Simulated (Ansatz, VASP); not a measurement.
Y: VASP beside Ansatz

```xyz
1
Lattice="0.0000 2.3719 2.3719 2.3719 0.0000 2.3719 2.3719 2.3719 0.0000" Properties=species:S:1:pos:R:3 pbc="T T T"
Y     0.0000    0.0000    0.0000
```

Alike in both runs: task relaxation of cell and atoms; functional PBE; k mesh 12 × 12 × 12; occupations fermi-dirac, width 0.03 eV; no spin polarisation.

|  | VASP | Ansatz |
| --- | --- | --- |
| version | VASP 6.6.1 | Ansatz 0.2.0 |
| potentials or method | VASP PAW PBE potentials, release 64 (Y_sv) | PAW with Ansatz's default frozen-core files, scalar-relativistic |
| plane-wave cutoff (eV) | 600 | 420 |
| valence electrons in the cell | 11 | 11 |

Ansatz gave:

* relaxed volume (Å³/atom): 32.46
* relaxed cell length with the largest relative difference (Å): 3.581
* energy change over the relaxation (meV/atom): -164

Q: What did VASP give for the same quantities?

A: Relaxed volume (Å³/atom): 32.34; relaxed cell length with the largest relative difference (Å): 3.576; energy change over the relaxation (meV/atom): -158.

Caveats: the volume moved by over 15 % at a fixed basis, so the end points are rough (VASP).
